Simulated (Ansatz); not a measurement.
# ZnSe (Stilleite) under changes of volume

One of the cells (22.757 Å³/atom); the others are scaled copies at fixed shape and fractional positions:

```
Se Zn
1.0
     0.00000    2.83380    2.83380
     2.83380    0.00000    2.83380
     2.83380    2.83380    0.00000
Se Zn
1 1
Direct
  0.75000 0.75000 0.75000
  0.00000 0.00000 0.00000
```

| Property | Result |
| --- | --- |
| Program | Ansatz 0.2.0 |
| Functional | wPBEh |
| Potentials or basis | Ansatz PAW |
| Cutoff | 420 eV (not typed: the program's choice for these potentials) |
| k mesh | 4 × 4 × 4 |
| Occupations | fermi-dirac, width 0.05 eV |
| Spin | no spin polarisation |

```tsv
volume (Å³/atom)	energy over the lowest point (meV/atom)	pressure (GPa)	gap on the mesh (eV)
21.391	?	?	?
21.846	18.41	4.5	2.50
22.301	8.10	2.8	2.40
22.757	2.06	1.4	2.30
23.212	0.00	0.1	2.21
23.667	1.53	-1.1	2.12
24.122	6.09	-2.2	2.04
```

What does the run at 21.391 Å³/atom give?

Energy over the lowest point 33.68 meV/atom; pressure 6.3 GPa; gap on the mesh 2.60 eV.

Worked out: A Birch-Murnaghan fit of order 3 (a polynomial in V^(-2/3)) to the other rows has its minimum at 23.24 Å³/atom with B0 = V·E''(V) = 63 GPa and B' = 4.6. It gives 33.65 meV/atom at 21.391 Å³/atom, against the run's 33.68, and -dE/dV = 6.3 GPa, against 6.3. A straight line through the other rows of the gap, of slope -4.66 eV per unit of ln V (its deformation potential), extrapolates to 2.59 eV, against the run's 2.60.

Energies are extrapolated to zero smearing.

Caveats: all runs use coarse meshes; the PAW data sets come from PBE, with cores solved anew for the run's functional, which leaves a small shift of forces and pressure; the thresholds are loose for stress.

Spin-orbit coupling on Se is left out.
